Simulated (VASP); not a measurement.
# MoSe2 (P6_3/mmc) in VASP: further runs, part 2 of 2

VASP 6.6.1. The steps go on from the part before.

**4. Relaxation of shape and atoms at fixed volume, PBE (a relaxed cell with its volume scaled by 1.04)**

File INCAR:

```
SYSTEM = MoSe2
ALGO = Normal ; EDIFF = 1E-7
EDIFFG = -0.01 ; ENCUT = 300
GGA = PE ; IBRION = 2
ISIF = 4 ; ISMEAR = 0
KPAR = 2 ; LASPH = .TRUE.
LCHARG = .FALSE. ; LREAL = .FALSE.
LWAVE = .FALSE. ; NELM = 80
NSW = 40 ; PREC = Accurate
SIGMA = 0.03
```

File KPOINTS:

```
k-points
0
G
  5 5 1
  0 0 0
```

File POSCAR:

```
MoSe2                                   
1.0
    3.3600825697      0.0000000000     -0.0000000000
   -1.6800412848      2.9099168641     -0.0000000000
   -0.0000000000     -0.0000000000     14.9077656166
  Mo              Se            
     2     4
Direct
     0.3333333332999970    0.6666666667000030    0.2500000000000000
     0.6666666667000030    0.3333333332999970    0.7500000000000000
     0.3333333332999970    0.6666666667000030    0.6365763804302106
     0.6666666667000030    0.3333333332999970    0.1365763804302107
     0.3333333332999970    0.6666666667000030    0.8634236195697894
     0.6666666667000030    0.3333333332999970    0.3634236195697893
```

Potentials or basis: VASP PAW PBE potentials, release 64 (Mo, Se).

On the command line:

```sh
> cat potpaw_PBE.64/Mo/POTCAR potpaw_PBE.64/Se/POTCAR > POTCAR
> mpirun -np 2 vasp_std > vasp.out
```

OUTCAR:

```text
SYSTEM = MoSe2
   EDIFF = 1E-7
   EDIFFG = -0.01
   ENCUT = 300
   GGA = PE
   IBRION = 2
   ISIF = 4
   ISMEAR = 0
   LASPH = .TRUE.
   LREAL = .FALSE.
   NELM = 80
   NSW = 40
   PREC = Accurate

 ion  position               nearest neighbor table
   1  0.333  0.667  0.250-   4 2.57   6 2.57   4 2.57   6 2.57   4 2.57   6 2.57
   2  0.667  0.333  0.750-   3 2.57   5 2.57   3 2.57   5 2.57   3 2.57   5 2.57
   3  0.333  0.667  0.637-   2 2.57   2 2.57   2 2.57
   4  0.667  0.333  0.137-   1 2.57   1 2.57   1 2.57
   5  0.333  0.667  0.863-   2 2.57   2 2.57   2 2.57
   6  0.667  0.333  0.363-   1 2.57   1 2.57   1 2.57

  LATTYP: Found a hexagonal cell.
 ALAT       =     3.3600825697
 C/A-ratio  =     4.4367259754

  Lattice vectors:

 A1 = (   3.3600825697,   0.0000000000,   0.0000000000)
 A2 = (  -1.6800412848,   2.9099168641,   0.0000000000)
 A3 = (   0.0000000000,   0.0000000000,  14.9077656166)

Analysis of symmetry for initial positions (statically):
=====================================================================
 Subroutine PRICEL returns:
 Original cell was already a primitive cell.

 Routine SETGRP: Setting up the symmetry group for a
 hexagonal supercell.

[... 149 lines left out ...]

 number of electron      35.9999987 magnetization

 Free energy of the ion-electron system (eV)
  ---------------------------------------------------
  ext. energy  EPLUGINS =         0.00000000
  ---------------------------------------------------
  free energy    TOTEN  =       -39.87213077 eV

  energy without entropy =      -39.87213077  energy(sigma->0) =      -39.87213077

------------------------ aborting loop because EDIFF is reached ----------------------------------------

  FORCE on cell =-STRESS in cart. coord.  units (eV):
  Direction    XX          YY          ZZ          XY          YZ          ZX
  --------------------------------------------------------------------------------------
  -------------------------------------------------------------------------------------
  Total       -3.3693295     -3.3693295     -3.8969084     -0.0000000     -0.0000000      0.0000000
  in kB      -37.0348837    -37.0348837    -42.8339069     -0.0000000     -0.0000000      0.0000000
  external PRESSURE =     -38.9678914 kB  Pullay stress =       0.0000000 kB
[... 267 lines left out ...]
--------------------------------------- Ionic step        8  -------------------------------------------

 number of electron      35.9999991 magnetization

 Free energy of the ion-electron system (eV)
  ---------------------------------------------------
  ext. energy  EPLUGINS =         0.00000000
  ---------------------------------------------------
  free energy    TOTEN  =       -39.94043517 eV

  energy without entropy =      -39.94043517  energy(sigma->0) =      -39.94043517

 E-fermi :   2.9814     XC(G=0):  -9.3553

 val. band max:        2.8368450667   @ k =   0.0000   0.0000   0.0000
 cond. band min:       4.3665899844   @ k =   0.2000   0.2000   0.0000
 fundamental gap:      1.5297449177
 Fermi energy:         2.9814460445

 k-point     1 :       0.0000    0.0000    0.0000
  band No.  band energies     occupation
      1     -11.2849      2.00000
      2     -11.2581      2.00000
      3     -10.3541      2.00000
      4     -10.3113      2.00000
      5      -2.5852      2.00000
      6      -2.3541      2.00000
[... 147 lines left out ...]
  FREE ENERGIE OF THE ION-ELECTRON SYSTEM (eV)
  ---------------------------------------------------
  free  energy   TOTEN  =       -39.9404351688 eV

  energy  without entropy=      -39.9404351688  energy(sigma->0) =      -39.94043517

 reached required accuracy - stopping structural energy minimisation
```

OSZICAR:

```text
N       E                     dE             d eps       ncg     rms          rms(c)
DAV:   1     0.152618911077E+03    0.15262E+03   -0.11339E+04   220   0.896E+02
DAV:   2    -0.292851204491E+02   -0.18190E+03   -0.17627E+03   298   0.206E+02
DAV:   3    -0.419230175127E+02   -0.12638E+02   -0.12574E+02   284   0.585E+01
[... 81 lines left out ...]
DAV:   2    -0.399404378145E+02   -0.18142E-04   -0.40538E-04   250   0.979E-02    0.339E-02
DAV:   3    -0.399404362789E+02    0.15356E-05   -0.36183E-05   296   0.307E-02    0.257E-02
DAV:   4    -0.399404350614E+02    0.12175E-05   -0.22254E-05   284   0.200E-02    0.642E-03
DAV:   5    -0.399404352602E+02   -0.19873E-06   -0.29884E-06   300   0.867E-03    0.142E-03
DAV:   6    -0.399404351688E+02    0.91332E-07   -0.26977E-07   160   0.276E-03
   8 F= -.39940435E+02 E0= -.39940435E+02  d E =-.111918E-03
```

CONTCAR:

```text
MoSe2
   1.00000000000000
     3.3186074383493680   -0.0000000000062417    0.0000000000000000
    -1.6593037191307065    2.8739983467449757   -0.0000000000000000
     0.0000000000000000   -0.0000000000000000   15.2827212195246549
  Mo              Se
     2     4
Direct
     0.3333333332999970    0.6666666667000030    0.2500000000000000
     0.6666666667000030    0.3333333332999970    0.7500000000000000
     0.3333333332999970    0.6666666667000030    0.6408277640270147
     0.6666666667000030    0.3333333332999970    0.1408277640270147
     0.3333333332999970    0.6666666667000030    0.8591722359729853
     0.6666666667000030    0.3333333332999970    0.3591722359729854

  0.00000000E+00  0.00000000E+00  0.00000000E+00
  0.00000000E+00  0.00000000E+00  0.00000000E+00
  0.00000000E+00  0.00000000E+00  0.00000000E+00
  0.00000000E+00  0.00000000E+00  0.00000000E+00
  0.00000000E+00  0.00000000E+00  0.00000000E+00
  0.00000000E+00  0.00000000E+00  0.00000000E+00
```

It took 70 s on 2 MPI ranks of AMD EPYC 7R43 (Zen 3), shared host; peak memory 0.15 GiB.

Results:

```yaml
Free_energy: -39.9404 eV
Energy_gained_by_relaxing: 11.4 meV/atom
Ionic_steps: 8
Pressure_after_relaxing: -0.1 GPa
Band_gap_on_the_k_mesh: 1.53 eV, indirect (least direct gap 1.87 eV)
```

Step by step:
| step | energy change (eV) | largest force (eV/Å) | pressure (GPa) |
| --- | --- | --- | --- |
| 1 | 0.0000 | 0.5680 | -3.90 |
| 2 | -0.0354 | 0.1039 | -2.13 |
| 3 | -0.0358 | 0.0525 | -1.94 |
| 4 | -0.0549 | 0.0244 | -1.26 |
| 5 | -0.0682 | 0.0314 | 0.02 |
| 6 | -0.0682 | 0.0298 | -0.02 |
| 7 | -0.0682 | 0.0272 | -0.23 |
| 8 | -0.0683 | 0.0006 | -0.13 |

Final structure:
```xyz
6
Lattice="3.3186 0.0000 0.0000 -1.6593 2.8740 0.0000 0.0000 0.0000 15.2827" Properties=species:S:1:pos:R:3 pbc="T T T"
Mo    0.0000    1.9160    3.8207
Mo    1.6593    0.9580   11.4620
Se    0.0000    1.9160    9.7936
Se    1.6593    0.9580    2.1522
Se    0.0000    1.9160   13.1305
Se    1.6593    0.9580    5.4891
```

Levels at points of the mesh, in eV from the valence-band top:
| k point | band 16 | band 17 | band 18 | band 19 | band 20 | band 21 |
| --- | --- | --- | --- | --- | --- | --- |
| (0.00, 0.00, 0.00) | -1.11 | -0.42 | 0.00 | 2.90 | 2.90 | 2.91 |

Caveat: the k mesh is coarse (spacing up to 0.43 Å⁻¹), so the values aren't converged; an odd mesh through Γ misses points on the zone boundary, where band edges often lie; this functional lacks dispersion, which binds the layers, so the pressure and a relaxed spacing across them are unreliable.

**5. Relaxation of shape and atoms at fixed volume, PBE (a relaxed cell with its volume scaled by 1.06)**

INCAR is that of step 4.

KPOINTS is that of step 4.

POSCAR, as its differences from that of step 4:

```diff
@@ -2,5 +2,5 @@
 1.0
-    3.3600825697      0.0000000000     -0.0000000000
-   -1.6800412848      2.9099168641     -0.0000000000
-   -0.0000000000     -0.0000000000     14.9077656166
+    3.3814849465      0.0000000000     -0.0000000000
+   -1.6907424733      2.9284518661     -0.0000000000
+   -0.0000000000     -0.0000000000     15.0027220978
   Mo              Se
```

On the command line:

```sh
> cat potpaw_PBE.64/Mo/POTCAR potpaw_PBE.64/Se/POTCAR > POTCAR
> mpirun -np 2 vasp_std > vasp.out
```

Wall time 77 s (2 MPI ranks of AMD EPYC 7R43 (Zen 3), shared host); peak memory 0.15 GiB.

The run converged. Its results:

```yaml
Free_energy: -39.9406 eV
Energy_gained_by_relaxing: 24.8 meV/atom
Ionic_steps: 8
Pressure_after_relaxing: -0.1 GPa
Band_gap_on_the_k_mesh: 1.58 eV, indirect (least direct gap 1.88 eV)
```

The path:
```tsv
step	energy change (eV)	largest force (eV/Å)	pressure (GPa)
1	0.0000	0.8193	-5.55
2	-0.0757	0.1710	-3.14
3	-0.0768	0.0789	-2.80
4	-0.1184	0.0309	-1.81
5	-0.1482	0.0731	0.15
6	-0.1482	0.0700	0.09
7	-0.1484	0.0600	-0.36
8	-0.1489	0.0012	-0.15
```

Final structure:
```
CELL_PARAMETERS angstrom
3.31875 0.00000 0.00000
-1.65937 2.87412 0.00000
0.00000 0.00000 15.57531
ATOMIC_POSITIONS crystal
Mo 0.33333 0.66667 0.25000
Mo 0.66667 0.33333 0.75000
Se 0.33333 0.66667 0.64288
Se 0.66667 0.33333 0.14288
Se 0.33333 0.66667 0.85712
Se 0.66667 0.33333 0.35712
```

Levels at points of the mesh, in eV from the valence-band top:
```csv
k point,band 16,band 17,band 18,band 19,band 20,band 21
"(0.00, 0.00, 0.00)",-1.08,-0.37,0.00,2.93,2.93,2.93
```

Caveat: the k mesh is coarse (spacing up to 0.43 Å⁻¹), so the values aren't converged; an odd mesh through Γ misses points on the zone boundary, where band edges often lie; this functional lacks dispersion, which binds the layers, so the pressure and a relaxed spacing across them are unreliable.

**6. Relaxation of cell and atoms, PBEsol**

This run uses another cell than the first one, of 20.13 Å³/atom, 0.862 times its volume.

File INCAR:

```
ALGO     = Normal         # electronic algorithm
EDIFF    = 1E-6           # SCF threshold, eV
EDIFFG   = -0.01          # ionic threshold
ENCUT    = 600            # plane-wave cutoff, eV
GGA      = PS             # functional
IBRION   = 2              # ionic algorithm
ISIF     = 3              # what is computed and relaxed
ISMEAR   = 0              # smearing method
KPAR     = 2            
LASPH    = T              # aspherical terms in the spheres
LCHARG   = F              # write CHGCAR
LREAL    = F              # projectors in reciprocal space
LWAVE    = F              # write WAVECAR
NELM     = 80             # most SCF steps
NSW      = 90             # ionic steps
PREC     = Accurate       # precision mode
SIGMA    = 0.03           # smearing width, eV
```

File KPOINTS:

```
k-points
0
Gamma
  9 9 2
```

File POSCAR:

```
MoSe2
1.0
    3.2880000000      0.0000000000      0.0000000000
   -1.6440000000      2.8474915276      0.0000000000
    0.0000000000      0.0000000000     12.9000000000
Mo Se
2 4
Direct
    0.3333333333      0.6666666667      0.2500000000
    0.6666666667      0.3333333333      0.7500000000
    0.3333333333      0.6666666667      0.6250000000
    0.6666666667      0.3333333333      0.1250000000
    0.3333333333      0.6666666667      0.8750000000
    0.6666666667      0.3333333333      0.3750000000
```

Potentials or basis: VASP PAW PBE potentials, release 64 (Mo_sv, Se).

On the command line:

```sh
> cat potpaw_PBE.64/Mo_sv/POTCAR potpaw_PBE.64/Se/POTCAR > POTCAR
> mpirun -np 2 vasp_std > vasp.out
```

Run time: 1.8 min. Hardware: 2 MPI ranks of Intel Xeon 6975P-C (Granite Rapids), shared host; peak memory 0.33 GiB.

Results (log left out):

```yaml
Free_energy: -43.2631 eV
Relaxed_volume: 20.34 Å³/atom
Relaxed_cell: a = 3.272 Å, b = 3.272 Å, c = 13.164 Å, α = 90.00°, β = 90.00°, γ = 120.00°
Space_group_after_relaxing_to_0.05_Å: P6_3/mmc (No. 194)
Energy_gained_by_relaxing: 14.0 meV/atom
Ionic_steps: 5
Pressure_after_relaxing: 0.0 GPa
Largest_force_after_relaxing: 0.005 eV/Å
Band_gap_on_the_k_mesh: 1.00 eV, indirect (least direct gap 1.49 eV)
```

Forces on the atoms (eV/Å):
```
Mo   0.000  0.000  0.000
Mo   0.000  0.000  0.000
Se   0.000  0.000 -0.005
Se   0.000  0.000 -0.005
Se   0.000  0.000  0.005
Se   0.000  0.000  0.005
```

Step by step:
| step | energy change (eV) | largest force (eV/Å) | pressure (GPa) | volume (Å³) |
| --- | --- | --- | --- | --- |
| 1 | 0.0000 | 0.8474 | 3.53 | 120.78 |
| 2 | 0.1461 | 1.1549 | -7.71 | 128.65 |
| 3 | -0.0719 | 0.0364 | -1.08 | 123.56 |
| 4 | -0.0720 | 0.0584 | -0.97 | 123.48 |
| 5 | -0.0842 | 0.0051 | -0.04 | 122.03 |

Final structure:
```
Mo Se
1.0
     3.27165    0.00000    0.00000
    -1.63582    2.83333    0.00000
     0.00000    0.00000   13.16413
Mo Se
2 4
Cartesian
  0.0000 1.8889 3.2910
  1.6358 0.9444 9.8731
  0.0000 1.8889 8.2070
  1.6358 0.9444 1.6249
  0.0000 1.8889 11.5392
  1.6358 0.9444 4.9572
```

Levels at points of the mesh, in eV from the valence-band top:
```
           k point  band 22  band 23  band 24  band 25  band 26  band 27  band 28  band 29  band 30  band 31
(0.00, 0.00, 0.00)    -1.40    -1.40    -1.07    -0.90     0.00     2.64     2.64     2.70     2.70     2.85
(0.00, 0.00, 0.50)    -1.42    -1.42    -1.42    -0.20    -0.20     2.66     2.66     2.66     2.66     2.94
```

Caveat: the PAW data sets were made with another functional, which shifts forces and pressure a little; an odd mesh through Γ misses points on the zone boundary, where band edges often lie; this functional lacks dispersion, which binds the layers, so the pressure and a relaxed spacing across them are unreliable.

**7. The runs side by side**

| task | level | potentials or basis | cell | k mesh | cutoff (eV) | mesh quality | gap on the mesh (eV) | pressure (GPa) | largest force (eV/Å) |
| --- | --- | --- | --- | --- | --- | --- | --- | --- | --- |
| relaxation of shape and atoms at fixed volume | PBE | VASP PAW PBE potentials, release 64 (Mo, Se) | atoms relaxed at fixed volume | 5 × 5 × 1 | 300 | coarse | 1.41 | 0.0 | - |
| relaxation of shape and atoms at fixed volume | PBE | VASP PAW PBE potentials, release 64 (Mo, Se) | atoms relaxed at fixed volume from: a relaxed cell with its volume scaled by 1.02 | 5 × 5 × 1 | 300 | coarse | 1.47 | 0.0 | 0.01 |
| relaxation of shape and atoms at fixed volume | PBE | VASP PAW PBE potentials, release 64 (Mo, Se) | atoms relaxed at fixed volume from: a relaxed cell with its volume scaled by 1.04 | 5 × 5 × 1 | 300 | coarse | 1.53 | -0.1 | - |
| relaxation of shape and atoms at fixed volume | PBE | VASP PAW PBE potentials, release 64 (Mo, Se) | atoms relaxed at fixed volume from: a relaxed cell with its volume scaled by 1.06 | 5 × 5 × 1 | 300 | coarse | 1.58 | -0.1 | - |
| relaxation of cell and atoms | PBEsol | VASP PAW PBE potentials, release 64 (Mo_sv, Se) | relaxed | 9 × 9 × 2 | 600 | not flagged | 1.00 | 0.0 | 0.01 |

Alike in all rows: no spin polarisation; smearing gaussian 0.03 eV.

Caveats: some runs use coarse meshes; an odd mesh through Γ misses points on the zone boundary, where band edges often lie; this functional lacks dispersion, which binds the layers, so the pressure and a relaxed spacing across them are unreliable; the relaxation stopped at its first step, so nothing moved (some runs); the PAW data sets were made with another functional, which shifts forces and pressure a little (some runs).

Absolute energies hang on the potentials; compare differences alone.
